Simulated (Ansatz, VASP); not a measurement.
Two plane-wave programs on Te2Mo

```
Te Mo
1.0
     3.50388    0.00000    0.00000
    -1.75194    3.03445    0.00000
     0.00000    0.00000   24.76772
Te Mo
4 2
Cartesian
  0.0000 2.0230 4.5000
  0.0000 2.0230 8.1330
  0.0000 2.0230 12.1339
  0.0000 2.0230 15.7669
  1.7519 1.0115 6.3162
  1.7519 1.0115 13.9507
```

Alike in both runs: functional PBE; dispersion D3(BJ); k mesh 9 × 9 × 1; occupations gaussian, width 0.05 eV; no spin polarisation.

Ansatz relaxed the structure, and its values are those at the end. VASP's run is a single point on that final structure, the one shown.

|  | VASP | Ansatz |
| --- | --- | --- |
| version | VASP 6.6.1 | Ansatz 0.2.0 |
| potentials or method | VASP PAW PBE potentials, release 64 (Te, Mo_sv) | scalar-relativistic, plane waves, PAW |
| plane-wave cutoff (eV) | 520 | 420 |
| valence electrons in the cell | 52 | 92 |

```tsv
	VASP	Ansatz	Ansatz less VASP
gap on the k mesh at the Fermi level (eV)	1.14	1.14	-0.004
least direct gap on the mesh (eV)	1.16	1.16	+0.001
rms of the force components (eV/Å)	0.006	0.000	-0.0061
```

The two sets of potentials don't hold the same shells in valence.

Caveats: spin-orbit coupling is left out, which moves the levels of the heavy elements.
